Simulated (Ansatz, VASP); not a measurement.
**SrIr2 in two plane-wave programs**

One calculation is typed for both programs; each brings its own data sets and cutoff. How far apart do they land?

Calculated with Ansatz 0.2.0; plane waves, with VASP 6.6.1 beside it; relaxation of cell and atoms at r2SCAN with rVV10.

## Step 1: Set-up

The structure is cubic, space group Fd-3m (No. 227). Conventional cell: a = 7.711 Å, b = 7.711 Å, c = 7.711 Å, α = 90.00°, β = 90.00°, γ = 90.00°. Nearest to Sr lie 12 Ir at 3.20 Å and 4 Sr at 3.34 Å. Ir has 6 Ir at 2.73 Å and 6 Sr at 3.20 Å nearest. Farther neighbours are not listed.

## Step 2: VASP: relaxation of cell and atoms, r2SCAN with rVV10

The relaxed volume is the usual yardstick between codes: its relative difference is about their pressure difference at one cell divided by the bulk modulus.

Lines of VASP's logs that name or quote its potential files are left out, and so is its time.

The input, INCAR:

```
SYSTEM = SrIr2
PREC = Accurate
ENCUT = 520
EDIFF = 1E-06
NELM = 100
ISMEAR = -1
SIGMA = 0.05
LREAL = .FALSE.
ALGO = Normal
METAGGA = R2SCAN
LUSE_VDW = .TRUE.
IVDW_NL = 2
BPARAM = 11.95
CPARAM = 0.0093
LASPH = .TRUE.
NBANDS = 34
LORBIT = 11
LWAVE = .FALSE.
LCHARG = .FALSE.
KPAR = 4
IBRION = 2
NSW = 60
ISIF = 3
EDIFFG = -0.01
```

The input, POSCAR:

```
SrIr2
1.0
    0.0000000000      3.8555160189      3.8555160189
    3.8555160189      0.0000000000      3.8555160189
    3.8555160189      3.8555160189      0.0000000000
Sr Ir
2 4
Direct
    0.2500000000      0.2500000000      0.2500000000
    0.0000000000      0.0000000000      0.0000000000
    0.6250000000      0.1250000000      0.6250000000
    0.6250000000      0.6250000000      0.1250000000
    0.1250000000      0.6250000000      0.6250000000
    0.6250000000      0.6250000000      0.6250000000
```

The input, KPOINTS:

```
Automatic mesh
0
Gamma
5 5 5
0 0 0
```

PAW data sets: Sr_sv and Ir (PBE family, release 64).

The run is started by

```
$ mpirun -np 4 vasp_std
```

Numbers of over 12 decimals in the logs are rounded to 6 here.

What it wrote:

```text
[banner, memory and clock lines left out]
running    4 mpi-ranks, on    1 nodes
 distrk:  each k-point on    1 cores,    4 groups
 distr:  one band on    1 cores,    1 groups

 POSCAR found type information on POSCAR SrIr
 POSCAR found :  2 types and       6 ions
|                                                                             |
|               ----> ADVICE to this user running VASP <----                  |
|                                                                             |
|     You have switched on vdW-DFT.                                           |
|     This routine was written and supplied by Jiri Klimes. We recommend      |
|     that you carefully read and cite the following publications:            |
|       J. Klimes, D.R. Bowler, A. Michelides                                 |
|          J. Phys.: Cond Matt. 22 022201 (2010)                              |
|       J. Klimes, D.R. Bowler, A. Michelides                                 |
|          Phys. Rev. B. 83, 195131 (2011)                                    |
|     and references therein.                                                 |
|                                                                             |

|                                                                             |
|               ----> ADVICE to this user running VASP <----                  |
|                                                                             |
|     You enforced a specific xc type in the INCAR file but a different       |
|     [... a line on the potential file left out ...]
|     I HOPE YOU KNOW WHAT YOU ARE DOING!                                     |
|                                                                             |

 LDA part: xc-table for (None), standard interpolation
 POSCAR, INCAR and KPOINTS ok, starting setup
 FFT: planning ... GRIDC
 FFT: planning ... GRID_SOFT
 FFT: planning ... GRID
 WAVECAR not read
 entering main loop
       N       E                     dE             d eps       ncg     rms          rms(c)
Total rVV10 correction in eV:      1.1454980    69.1963255
Total rVV10 correction in eV:      1.1454980    69.1963255
Total rVV10 correction in eV:      1.1454980    69.1963255
Total rVV10 correction in eV:      1.1454980    69.1963255
DAV:   1     0.367630904356E+03    0.36763E+03   -0.26744E+04   680   0.167E+03
DAV:   2    -0.203111879608E+03   -0.57074E+03   -0.55744E+03   688   0.485E+02
DAV:   3    -0.255396773015E+03   -0.52285E+02   -0.50438E+02   970   0.128E+02
DAV:   4    -0.260369498595E+03   -0.49727E+01   -0.49187E+01  1192   0.337E+01
DAV:   5    -0.260447152460E+03   -0.77654E-01   -0.77464E-01   928   0.400E+00    0.546E+01
Total rVV10 correction in eV:      1.0583183    69.1963252
Total rVV10 correction in eV:      1.0583183    69.1963252
Total rVV10 correction in eV:      1.0583183    69.1963252
Total rVV10 correction in eV:      1.0583183    69.1963252
DAV:   6    -0.241467877711E+03    0.18979E+02   -0.60581E+01  1174   0.446E+01    0.105E+01
Total rVV10 correction in eV:      1.0899562    69.1963251
Total rVV10 correction in eV:      1.0899562    69.1963251
Total rVV10 correction in eV:      1.0899562    69.1963251
Total rVV10 correction in eV:      1.0899562    69.1963251
DAV:   7    -0.240656166082E+03    0.81171E+00   -0.74294E+00  1024   0.165E+01    0.106E+01
Total rVV10 correction in eV:      1.1003575    69.1963251
Total rVV10 correction in eV:      1.1003575    69.1963251
Total rVV10 correction in eV:      1.1003575    69.1963251
Total rVV10 correction in eV:      1.1003575    69.1963251
DAV:   8    -0.240665625792E+03   -0.94597E-02   -0.10348E+00  1020   0.541E+00    0.596E+00
Total rVV10 correction in eV:      1.0957828    69.1963252
Total rVV10 correction in eV:      1.0957828    69.1963252
Total rVV10 correction in eV:      1.0957828    69.1963252
Total rVV10 correction in eV:      1.0957828    69.1963252
DAV:   9    -0.240616439259E+03    0.49187E-01   -0.31242E-01  1030   0.411E+00    0.126E+00
Total rVV10 correction in eV:      1.0965392    69.1963251
Total rVV10 correction in eV:      1.0965392    69.1963251
Total rVV10 correction in eV:      1.0965392    69.1963251
Total rVV10 correction in eV:      1.0965392    69.1963251
DAV:  10    -0.240619475764E+03   -0.30365E-02   -0.16529E-02  1064   0.786E-01    0.268E-01
Total rVV10 correction in eV:      1.0978724    69.1963251
Total rVV10 correction in eV:      1.0978724    69.1963251
Total rVV10 correction in eV:      1.0978724    69.1963251
Total rVV10 correction in eV:      1.0978724    69.1963251
DAV:  11    -0.240619465615E+03    0.10148E-04   -0.24130E-03   972   0.293E-01    0.875E-02
Total rVV10 correction in eV:      1.0980220    69.1963251
Total rVV10 correction in eV:      1.0980220    69.1963251
Total rVV10 correction in eV:      1.0980220    69.1963251
Total rVV10 correction in eV:      1.0980220    69.1963251
DAV:  12    -0.240619509474E+03   -0.43859E-04   -0.12045E-04  1028   0.764E-02    0.123E-02
Total rVV10 correction in eV:      1.0980985    69.1963251
Total rVV10 correction in eV:      1.0980985    69.1963251
Total rVV10 correction in eV:      1.0980985    69.1963251
Total rVV10 correction in eV:      1.0980985    69.1963251
DAV:  13    -0.240619513559E+03   -0.40851E-05   -0.86689E-06   822   0.167E-02    0.775E-03
[...]
Total rVV10 correction in eV:      1.0766079    69.1963252
Total rVV10 correction in eV:      1.0766079    69.1963252
Total rVV10 correction in eV:      1.0766079    69.1963252
Total rVV10 correction in eV:      1.0766079    69.1963252
DAV:   5    -0.240610020044E+03   -0.39524E-03   -0.25919E-03   954   0.203E-01    0.330E-01
Total rVV10 correction in eV:      1.0766614    69.1963252
Total rVV10 correction in eV:      1.0766614    69.1963252
Total rVV10 correction in eV:      1.0766614    69.1963252
Total rVV10 correction in eV:      1.0766614    69.1963252
DAV:   6    -0.240610493449E+03   -0.47340E-03   -0.64588E-04   936   0.130E-01    0.137E-01
Total rVV10 correction in eV:      1.0767667    69.1963252
Total rVV10 correction in eV:      1.0767667    69.1963252
Total rVV10 correction in eV:      1.0767667    69.1963252
Total rVV10 correction in eV:      1.0767667    69.1963252
DAV:   7    -0.240610709020E+03   -0.21557E-03   -0.61006E-04  1216   0.110E-01    0.430E-02
Total rVV10 correction in eV:      1.0766770    69.1963252
Total rVV10 correction in eV:      1.0766770    69.1963252
Total rVV10 correction in eV:      1.0766770    69.1963252
Total rVV10 correction in eV:      1.0766770    69.1963252
DAV:   8    -0.240610707835E+03    0.11855E-05   -0.46998E-05   966   0.374E-02    0.307E-02
Total rVV10 correction in eV:      1.0766789    69.1963252
Total rVV10 correction in eV:      1.0766789    69.1963252
Total rVV10 correction in eV:      1.0766789    69.1963252
Total rVV10 correction in eV:      1.0766789    69.1963252
DAV:   9    -0.240610709630E+03   -0.17955E-05   -0.65169E-06   950   0.125E-02    0.639E-03
Total rVV10 correction in eV:      1.0766825    69.1963252
Total rVV10 correction in eV:      1.0766825    69.1963252
Total rVV10 correction in eV:      1.0766825    69.1963252
Total rVV10 correction in eV:      1.0766825    69.1963252
DAV:  10    -0.240610709089E+03    0.54100E-06   -0.33913E-07   408   0.441E-03
Total rVV10 correction in eV:      1.0766958    69.1963252
Total rVV10 correction in eV:      1.0766958    69.1963252
Total rVV10 correction in eV:      1.0766958    69.1963252
Total rVV10 correction in eV:      1.0766958    69.1963252
Total rVV10 correction in eV:      1.0766830    69.1963252
Total rVV10 correction in eV:      1.0766830    69.1963252
Total rVV10 correction in eV:      1.0766830    69.1963252
Total rVV10 correction in eV:      1.0766830    69.1963252
   2 F= -.24061071E+03 E0= -.24058454E+03  d E =0.880355E-02
 trial-energy change:    0.008804  1 .order    0.009275   -0.020561    0.039112
 step:   0.3554(harm=  0.3446)  dis= 0.00000  next Energy=  -240.623188 (dE=-0.368E-02)
 bond charge predicted
       N       E                     dE             d eps       ncg     rms          rms(c)
Total rVV10 correction in eV:      1.0770919    69.1963252
Total rVV10 correction in eV:      1.0770919    69.1963252
Total rVV10 correction in eV:      1.0770919    69.1963252
Total rVV10 correction in eV:      1.0770919    69.1963252
DAV:   1    -0.240700495643E+03   -0.89786E-01   -0.23011E+00   734   0.133E+01    0.287E+00
Total rVV10 correction in eV:      1.0888546    69.1963251
Total rVV10 correction in eV:      1.0888546    69.1963251
Total rVV10 correction in eV:      1.0888546    69.1963251
Total rVV10 correction in eV:      1.0888546    69.1963251
DAV:   2    -0.240629571129E+03    0.70925E-01   -0.35884E-01   910   0.428E+00    0.699E-01
Total rVV10 correction in eV:      1.0894373    69.1963251
Total rVV10 correction in eV:      1.0894373    69.1963251
Total rVV10 correction in eV:      1.0894373    69.1963251
Total rVV10 correction in eV:      1.0894373    69.1963251
DAV:   3    -0.240625059250E+03    0.45119E-02   -0.17720E-02   990   0.759E-01    0.378E-01
Total rVV10 correction in eV:      1.0905425    69.1963251
Total rVV10 correction in eV:      1.0905425    69.1963251
Total rVV10 correction in eV:      1.0905425    69.1963251
Total rVV10 correction in eV:      1.0905425    69.1963251
DAV:   4    -0.240622857921E+03    0.22013E-02   -0.11374E-02  1040   0.480E-01    0.363E-01
Total rVV10 correction in eV:      1.0905280    69.1963251
Total rVV10 correction in eV:      1.0905280    69.1963251
Total rVV10 correction in eV:      1.0905280    69.1963251
Total rVV10 correction in eV:      1.0905280    69.1963251
DAV:   5    -0.240622982393E+03   -0.12447E-03   -0.10331E-03   942   0.136E-01    0.257E-01
Total rVV10 correction in eV:      1.0904995    69.1963251
Total rVV10 correction in eV:      1.0904995    69.1963251
Total rVV10 correction in eV:      1.0904995    69.1963251
Total rVV10 correction in eV:      1.0904995    69.1963251
DAV:   6    -0.240623164506E+03   -0.18211E-03   -0.35412E-04   910   0.970E-02    0.108E-01
Total rVV10 correction in eV:      1.0904473    69.1963251
Total rVV10 correction in eV:      1.0904473    69.1963251
Total rVV10 correction in eV:      1.0904473    69.1963251
Total rVV10 correction in eV:      1.0904473    69.1963251
DAV:   7    -0.240623214935E+03   -0.50429E-04   -0.26929E-04  1216   0.765E-02    0.317E-02
Total rVV10 correction in eV:      1.0905079    69.1963251
Total rVV10 correction in eV:      1.0905079    69.1963251
Total rVV10 correction in eV:      1.0905079    69.1963251
Total rVV10 correction in eV:      1.0905079    69.1963251
DAV:   8    -0.240623209081E+03    0.58544E-05   -0.21460E-05   944   0.252E-02    0.187E-02
Total rVV10 correction in eV:      1.0905026    69.1963251
Total rVV10 correction in eV:      1.0905026    69.1963251
Total rVV10 correction in eV:      1.0905026    69.1963251
Total rVV10 correction in eV:      1.0905026    69.1963251
DAV:   9    -0.240623209279E+03   -0.19799E-06   -0.16619E-06   574   0.818E-03
Total rVV10 correction in eV:      1.0904839    69.1963251
Total rVV10 correction in eV:      1.0904839    69.1963251
Total rVV10 correction in eV:      1.0904839    69.1963251
Total rVV10 correction in eV:      1.0904839    69.1963251
Total rVV10 correction in eV:      1.0905002    69.1963251
Total rVV10 correction in eV:      1.0905002    69.1963251
Total rVV10 correction in eV:      1.0905002    69.1963251
Total rVV10 correction in eV:      1.0905002    69.1963251
   3 F= -.24062321E+03 E0= -.24059669E+03  d E =-.369664E-02
 curvature:  -0.17 expect dE=-0.123E-10 dE for cont linesearch -0.123E-10
 trial: gam= 0.00000 g(F)=  0.240E-48 g(S)=  0.712E-10 ort =-0.121E-05 (trialstep = 0.871E+00)
 search vector abs. value=  0.171E-09
 reached required accuracy - stopping structural energy minimisation
```

OUTCAR, selected parts (step 2):

```text
ion  position               nearest neighbor table
   1  0.250  0.250  0.250-   3 3.20   4 3.20   5 3.20   3 3.20   5 3.20   6 3.20   4 3.20   5 3.20
                             6 3.20   3 3.20   4 3.20   6 3.20   2 3.34   2 3.34   2 3.34   2 3.34
   2  0.000  0.000  0.000-   3 3.20   4 3.20   6 3.20   4 3.20   5 3.20   6 3.20   3 3.20   5 3.20
                             6 3.20   3 3.20   4 3.20   5 3.20   1 3.34   1 3.34   1 3.34   1 3.34
   3  0.625  0.125  0.625-   6 2.73   4 2.73   4 2.73   5 2.73   6 2.73   5 2.73   1 3.20   1 3.20
                             2 3.20   1 3.20   2 3.20   2 3.20
   4  0.625  0.625  0.125-   6 2.73   3 2.73   5 2.73   6 2.73   3 2.73   5 2.73   1 3.20   2 3.20
                             2 3.20   1 3.20   2 3.20   1 3.20
   5  0.125  0.625  0.625-   6 2.73   4 2.73   3 2.73   3 2.73   4 2.73   6 2.73   1 3.20   2 3.20
                             1 3.20   2 3.20   1 3.20   2 3.20
   6  0.625  0.625  0.625-   3 2.73   4 2.73   5 2.73   4 2.73   3 2.73   5 2.73   2 3.20   1 3.20
                             2 3.20   1 3.20   2 3.20   1 3.20

  LATTYP: Found a face centered cubic cell.
 ALAT       =     7.7110320378

 Subroutine GETGRP returns: Found 48 space group operations
 (whereof 24 operations were pure point group operations)

The static configuration has the point symmetry T_d .
 The point group associated with its full space group is O_h .

 Found     10 irreducible k-points:

   k-points           NKPTS =     10   k-points in BZ     NKDIM =     10   number of bands    NBANDS=     34

   dimension x,y,z NGX =    42 NGY =   42 NGZ =   42
   dimension x,y,z NGXF=    84 NGYF=   84 NGZF=   84

   ENCUT  =  520.0 eV  38.22 Ry    6.18 a.u.  10.14 10.14 10.14*2*pi/ulx,y,z

   NELECT =      56.0000    total number of electrons

 k-points in reciprocal lattice and weights: Automatic mesh
   0.00000000  0.00000000  0.00000000       0.008
   0.20000000  0.00000000  0.00000000       0.064
   0.40000000  0.00000000  0.00000000       0.064
   0.20000000  0.20000000  0.00000000       0.048
   0.40000000  0.20000000  0.00000000       0.192
  -0.40000000  0.20000000  0.00000000       0.192
  -0.20000000  0.20000000  0.00000000       0.096
   0.40000000  0.40000000  0.00000000       0.048
  -0.40000000  0.40000000  0.00000000       0.096
  -0.40000000  0.40000000  0.20000000       0.192

 average (electrostatic) potential at core
       1 -38.4148       2 -38.4148       3 -56.6647       4 -56.6647       5 -56.6647
       6 -56.6647

 E-fermi :   5.9943

 k-point     1 :       0.0000    0.0000    0.0000
  band No.  band energies     occupation
    ...
     22       5.6476      1.99805
     23       5.6476      1.99805
     24       5.6476      1.99805
     25       5.7724      1.97667
     26       5.7724      1.97667
     27       6.9592      0.00000
     28       6.9592      0.00000
     29       7.2739      0.00000
     30       7.4279      0.00000
     31       7.4279      0.00000
    ...

 k-point     2 :       0.2000    0.0000    0.0000
  band No.  band energies     occupation
    ...
     23       5.1687      2.00000
     24       5.6102      1.99908
     25       5.6898      1.99548
     26       5.6898      1.99548
     27       5.7772      1.97434
     28       6.4735      0.00014
     29       6.4735      0.00014
     30       7.4595      0.00000
     31       7.8451      0.00000
     32       7.8451      0.00000
    ...

 k-point     3 :       0.4000    0.0000    0.0000
  band No.  band energies     occupation
    ...
     25       5.5483      1.99973
     26       5.5483      1.99973
     27       5.5509      1.99972
     28       6.0146      0.80037
     29       6.0146      0.80037
     30       7.8711      0.00000
     31       8.4079      0.00000
     32       8.6406      0.00000
     33       8.6406      0.00000
     34       9.7739      0.00000

  Total        0.0000543      0.0000543      0.0000543      0.0000000      0.0000000      0.0000000
  in kB        0.0007653      0.0007653      0.0007653      0.0000000      0.0000000      0.0000000
  external PRESSURE =       0.0007653 kB  Pullay stress =       0.0000000 kB

  energy-cutoff  :      520.00
  volume of cell :      113.72
      direct lattice vectors                 reciprocal lattice vectors
     0.000000000  3.845343275  3.845343275    -0.130027403  0.130027403  0.130027403
     3.845343275  0.000000000  3.845343275     0.130027403 -0.130027403  0.130027403
     3.845343275  3.845343275  0.000000000     0.130027403  0.130027403 -0.130027403

 POSITION                                       TOTAL-FORCE (eV/Angst)
 -----------------------------------------------------------------------------------
      1.92267      1.92267      1.92267        -0.000000      0.000000     -0.000000
      0.00000      0.00000      0.00000        -0.000000     -0.000000      0.000000
      2.88401      4.80668      2.88401         0.000000     -0.000000      0.000000
      2.88401      2.88401      4.80668         0.000000     -0.000000      0.000000
      4.80668      2.88401      2.88401         0.000000     -0.000000      0.000000
      4.80668      4.80668      4.80668         0.000000     -0.000000      0.000000
 -----------------------------------------------------------------------------------
    total drift:                                0.000000      0.000000      0.000000

  FREE ENERGIE OF THE ION-ELECTRON SYSTEM (eV)
  ---------------------------------------------------
  free  energy   TOTEN  =      -240.6232092790 eV

  energy  without entropy=     -240.5701724799  energy(sigma->0) =     -240.59669088

 reached required accuracy - stopping structural energy minimisation

 total charge
# of ion       s       p       d       tot
------------------------------------------
    1        2.034   5.884   0.317   8.235
    2        2.034   5.884   0.317   8.235
    3        0.744   0.497   7.023   8.264
    4        0.744   0.497   7.023   8.264
    5        0.744   0.497   7.023   8.264
    6        0.744   0.497   7.023   8.264
--------------------------------------------------
tot          7.045  13.755  28.727  49.527

[... 3 further parts left out ...]
```

CONTCAR:

```
SrIr2
   1.00000000000000
     0.0000000000000000    3.8453432752538137    3.8453432752538137
     3.8453432752538137    0.0000000000000000    3.8453432752538137
     3.8453432752538137    3.8453432752538137    0.0000000000000000
  Sr              Ir
     2     4
Direct
     0.2500000000000000    0.2500000000000000    0.2500000000000000
     0.0000000000000000    0.0000000000000000    0.0000000000000000
     0.6250000000000000    0.1250000000000000    0.6250000000000000
     0.6250000000000000    0.6250000000000000    0.1250000000000000
     0.1250000000000000    0.6250000000000000    0.6250000000000000
     0.6250000000000000    0.6250000000000000    0.6250000000000000
```

(Part 1 of 2 ends here.)

[Lines on the potential files, build, host, timing and source positions are cut from VASP's logs without a mark.]

[Logs are printed without paths, hosts, clocks, repeated set-up lines and the standing remarks that a program may print on its own settings, such as how far it seeks lower states.]

[Hosts, paths, dates, database ids (printed as entryN), source tags and the programs' standing remarks are cut or masked in the printed files.]
